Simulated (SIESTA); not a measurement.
Ge:

```
Ge
1.0
     0.00000    2.82891    2.82891
     2.82891    0.00000    2.82891
     2.82891    2.82891    0.00000
Ge
2
Direct
  0.75000 0.75000 0.75000
  0.50000 0.50000 0.50000
```

- Program: SIESTA 5.4.2
- Task: relaxation of cell and atoms
- Functional: PBE
- Potentials or basis: Ansatz (PBE files)
- Basis: DZP (energy shift 0.003 Ry; two zetas on semicore shells)
- Grid cutoff: 800 Ry
- Energy shift: 0.003 Ry
- k mesh: 6 × 6 × 6
- Occupations: fermi-dirac, width 0.05 eV
- Spin: no spin polarisation

At the start: pressure 5.4 GPa; volume 22.64 Å³/atom.

Problem. How do energy, volume and symmetry change on relaxing?

Solution. Over 6 steps the energy falls by 24.9 meV/atom and the volume is 24.40 Å³/atom (+7.8 %); space group Fd-3m (No. 227, to 0.05 Å).

The path:
| step | energy change (eV) | largest force (eV/Å) | pressure (GPa) | volume (Å³) |
| --- | --- | --- | --- | --- |
| 1 | 0.0000 | 0.0001 | 5.45 | 45.28 |
| 2 | -0.0210 | 0.0004 | 3.55 | 46.03 |
| 3 | -0.0433 | 0.0000 | 1.29 | 47.55 |
| 4 | -0.0492 | 0.0006 | 0.56 | 48.48 |
| 5 | -0.0487 | 0.0011 | -0.76 | 49.25 |
| 6 | -0.0497 | 0.0010 | -0.02 | 48.80 |

Final structure:
```cif
data_structure
_symmetry_space_group_name_H-M 'P 1'
_symmetry_Int_Tables_number 1
_cell_length_a 4.1021
_cell_length_b 4.1021
_cell_length_c 4.1021
_cell_angle_alpha 59.994
_cell_angle_beta 59.994
_cell_angle_gamma 59.994
_cell_volume 48.80
loop_
_atom_site_label
_atom_site_type_symbol
_atom_site_fract_x
_atom_site_fract_y
_atom_site_fract_z
_atom_site_occupancy
Ge1 Ge 0.74999 0.74999 0.74999 1
Ge2 Ge 0.50001 0.50001 0.50001 1
```

Caveat: the basis of atomic orbitals isn't converged, which shifts pressures, moduli and gaps.
